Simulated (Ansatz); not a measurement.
SnSe in the h-MgO structure, relaxed with r2SCAN. It is hexagonal, P6_3/mmc (No. 194); conventional cell a = 5.064 Å, c = 6.073 Å, 33.73 Å³ an atom. Sn is surrounded by 5 Se at 2.92–3.04 Å; Se is surrounded by 5 Sn at 2.92–3.04 Å.

```cif
data_structure
_symmetry_space_group_name_H-M 'P6_3/mmc'
_symmetry_Int_Tables_number 194
_cell_length_a 5.0645
_cell_length_b 5.0645
_cell_length_c 6.0734
_cell_angle_alpha 90.000
_cell_angle_beta 90.000
_cell_angle_gamma 120.000
_cell_volume 134.90
loop_
_atom_site_label
_atom_site_type_symbol
_atom_site_symmetry_multiplicity
_atom_site_Wyckoff_symbol
_atom_site_fract_x
_atom_site_fract_y
_atom_site_fract_z
_atom_site_occupancy
Sn1 Sn 2 c 0.33333 0.66667 0.25000 1
Se1 Se 2 d 0.66667 0.33333 0.25000 1
```

4 runs of the PAW code Ansatz on this cell differ in the functional (and in the settings that go with it). Levels are in eV from each run's valence top; v1 is the last filled band, c1 the first empty one.

Run A, mean stress +0.1 GPa (compression positive):
```
point     v4     v3     v2     v1    c1    c2
    Γ  -4.52  -3.11  -3.11  -2.99  1.82  1.82
    M  -4.27  -3.51  -2.94  -1.19  3.04  3.82
    K  -4.79  -3.95  -0.96  -0.96  2.77  2.77
    A  -3.85  -3.85  -2.05  -2.05  2.26  2.26
    L  -3.05  -3.05  -1.07  -1.07  1.54  1.54
    H  -2.51  -2.51   0.00   0.00  1.32  1.32
```

Run B, mean stress 0.0 GPa (compression positive):
```
point     v4     v3     v2     v1    c1    c2
    Γ  -4.14  -2.84  -2.84  -2.74  0.92  0.92
    M  -3.88  -3.21  -2.71  -1.08  2.13  2.85
    K  -4.35  -3.61  -0.89  -0.89  1.92  1.92
    A  -3.53  -3.53  -1.88  -1.88  1.36  1.36
    L  -2.79  -2.79  -0.99  -0.99  0.76  0.76
    H  -2.29  -2.29   0.00   0.00  0.58  0.58
```

Run C, mean stress +0.1 GPa (compression positive):
```
point     v4     v3     v2     v1    c1    c2
    Γ  -4.41  -3.01  -3.01  -2.89  1.22  1.22
    M  -4.14  -3.40  -2.83  -1.12  2.44  3.20
    K  -4.65  -3.82  -0.92  -0.92  2.20  2.20
    A  -3.75  -3.75  -1.99  -1.99  1.66  1.66
    L  -2.95  -2.95  -1.02  -1.02  0.97  0.97
    H  -2.44  -2.44   0.00   0.00  0.76  0.76
```

Run D, mean stress +0.9 GPa (compression positive):
```
point     v4     v3     v2     v1    c1    c2
    Γ  -3.87  -2.58  -2.58  -2.47  0.86  0.86
    M  -3.62  -2.93  -2.58  -1.00  1.99  2.73
    K  -4.08  -3.32  -0.81  -0.81  1.76  1.76
    A  -3.26  -3.26  -1.76  -1.76  1.29  1.29
    L  -2.57  -2.57  -0.94  -0.94  0.63  0.63
    H  -2.05  -2.05   0.00   0.00  0.41  0.41
```

Task: Match the runs to PBE, r2SCAN, HSE06, PBE0.

Result: A is PBE0, B is r2SCAN, C is HSE06, D is PBE. In order of the gap: PBE 0.41, r2SCAN 0.58, HSE06 0.76, PBE0 1.32 eV.

The calculation is spin-unpolarised, and the structure need not be a phase that has been made.

Spin-orbit coupling is left out, which matters wherever the heavy atoms make up the band edges.

The program warns that its thresholds are loose for a hybrid's stress.

The meshes of the hybrids are coarse, so their gaps aren't converged to the digits shown.
